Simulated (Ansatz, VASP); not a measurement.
## One calculation of Rh, two programs

```
Rh
1.0
     0.00000    1.91042    1.91042
     1.91042    0.00000    1.91042
     1.91042    1.91042    0.00000
Rh
1
Direct
  0.00000 0.00000 0.00000
```

Change from the starting cell: volume scaled by 1.02.

Alike in both runs: task single point; functional PBEsol; k mesh 12 × 12 × 12; occupations fermi-dirac, width 0.05 eV; no spin polarisation.

|  | VASP | Ansatz |
| --- | --- | --- |
| version | VASP 6.6.1 | Ansatz 0.2.0 |
| potentials or method | VASP PAW PBE potentials, release 64 (Rh_pv) | Ansatz PAW |
| plane-wave cutoff (eV) | 520 | 420 |
| valence electrons in the cell | 15 | 17 |

|  | VASP | Ansatz | Ansatz less VASP |
| --- | --- | --- | --- |
| gap on the k mesh at the Fermi level (eV) | none | none | - |
| pressure (GPa) | -9.0 | -8.9 | +0.07 |

A gap of «none» marks a metal or a gap that the smearing closes. The two sets of potentials don't hold the same shells in valence.

Caveats: the PAW data sets were made with another functional, which shifts forces and pressure a little (VASP); the PAW data sets come from PBE, with cores solved anew for the run's functional, which leaves a small shift of forces and pressure (Ansatz).
